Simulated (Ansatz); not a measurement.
# Indium, A15 under BLYP: relaxation and energy

The plan for indium in the A15 structure: relax it, then solve it on a dense k-mesh. Spin polarisation is left out. The k-meshes are 5×5×5 for the relaxation; 6×6×6 for the dense run.

Computed with Ansatz 0.2.0 (DFT BLYP, plane waves (420 eV) with PAW, scalar-relativistic; PBE-made PAW files, unless a step says otherwise).

## (1) The system as given

The structure is cubic, space group Pm-3n (No. 223). Conventional cell: a = 5.936 Å, b = 5.936 Å, c = 5.936 Å, α = 90.00°, β = 90.00°, γ = 90.00°. Around In (site symmetry m-3) lie 12 In at 3.32 Å. In (site symmetry -4m2) has 6 In at 2.97 to 3.32 Å as nearest neighbours.

As a file:

```
CELL_PARAMETERS angstrom
5.93588 0.00000 0.00000
0.00000 5.93588 0.00000
0.00000 0.00000 5.93588
ATOMIC_POSITIONS crystal
In 0.00000 0.00000 0.00000
In 0.50000 0.50000 0.50000
In 0.25000 0.00000 0.50000
In 0.75000 0.00000 0.50000
In 0.50000 0.25000 0.00000
In 0.50000 0.75000 0.00000
In 0.00000 0.50000 0.25000
In 0.00000 0.50000 0.75000
```

## (2) Relaxation of the cell

input.yaml reads:

```yaml
crystal:
  lattice:
    - [5.9358781157, 0.0, 0.0]
    - [0.0, 5.9358781157, 0.0]
    - [0.0, 0.0, 5.9358781157]
  atoms:
    - { symbol: In, position: [0.0, 0.0, 0.0] }
    - { symbol: In, position: [0.5, 0.5, 0.5] }
    - { symbol: In, position: [0.25, 0.0, 0.5] }
    - { symbol: In, position: [0.75, 0.0, 0.5] }
    - { symbol: In, position: [0.5, 0.25, 0.0] }
    - { symbol: In, position: [0.5, 0.75, 0.0] }
    - { symbol: In, position: [0.0, 0.5, 0.25] }
    - { symbol: In, position: [0.0, 0.5, 0.75] }
hamiltonian:
  xc: blyp
  pseudopotentials:
    kind: paw
    azcp:
      In: "pseudopotentials/In.paw.azcp"
basis:
  ecutwfc: 420
  fft_grid_basis: typed
kpoints:
  mp_grid: { grid: [5, 5, 5], shift: [0, 0, 0] }
magnetization:
  spin_polarized: false
scf:
  occupations: { method: fermi_dirac, width: 0.1 }
relax:
  max_steps: 60
  f_tol: 0.01
  cell: {}
```

On the command line:

```
> ansatz run input.yaml --threads 4 --pin off --max-ram 8192MiB --backend cpu --events-out ev --progress --plain --runs-dir out
```

After this run come: The energy on a finer k-mesh.

What does the calculation give? Wanted: space group; conventional cell; volume; shortest distance; gap on the mesh; relative to body-centred tetragonal.

The runs gave:

| quantity | value |
| --- | --- |
| space group (spins left aside) | Pm-3n (No. 223) |
| conventional cell | a = 6.343 Å |
| volume | 31.900 Å³/atom |
| shortest distance | 3.171 Å |
| gap on the mesh | none (levels filled in part) |
| relative to body-centred tetragonal | +24 meV/atom |

**Reading.** The relaxation enlarged the cell by 22.0 % in volume. Against the reference form of indium (body-centred tetragonal, computed apart with the same settings) it stands 24 meV/atom higher. No gap shows: it is a metal or semimetal at this level. The symmetry was held, so the structure may be unstable against distortions that break it.
